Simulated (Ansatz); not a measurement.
Si2W under changes of volume

One of the cells (13.479 Å³/atom); the others are scaled copies at fixed shape and fractional positions:

```xyz
3
Lattice="-1.6069 1.6069 3.9150 1.6069 -1.6069 3.9150 1.6069 1.6069 -3.9150" Properties=species:S:1:pos:R:3 pbc="T T T"
W     0.0000    0.0000    0.0000
Si    0.0000    0.0000    5.2092
Si    0.0000    0.0000    2.6207
```

| Item | Value |
| --- | --- |
| Program | Ansatz 0.2.0 |
| Functional | PBE |
| Potentials or basis | Ansatz PAW |
| Cutoff | 420 eV (not typed: the program's choice for these potentials) |
| k mesh | 12 × 12 × 12 |
| Occupations | fermi-dirac, width 0.05 eV |
| Spin | no spin polarisation |

```csv
volume (Å³/atom),energy over the lowest point (meV/atom),pressure (GPa),largest force (eV/Å)
12.670,58.03,19.9,0.257
12.939,29.76,13.8,0.193
13.209,11.32,8.3,0.132
13.479,1.69,3.3,0.076
13.748,0.00,-1.2,0.022
14.018,5.43,-5.2,0.028
14.287,?,?,?
```

Problem. What does the run at 14.287 Å³/atom give?

Solution. Energy over the lowest point 17.28 meV/atom; pressure -8.8 GPa; largest force 0.076 eV/Å.

Worked out: A Birch-Murnaghan fit of order 3 (a polynomial in V^(-2/3)) to the other rows has its minimum at 13.67 Å³/atom with B0 = V·E''(V) = 220 GPa and B' = 4.5 at fixed shape and positions, which overstates the stiffness. It gives 17.17 meV/atom at 14.287 Å³/atom, against the run's 17.28, and -dE/dV = -8.7 GPa, against -8.8.

Energies are extrapolated to zero smearing.
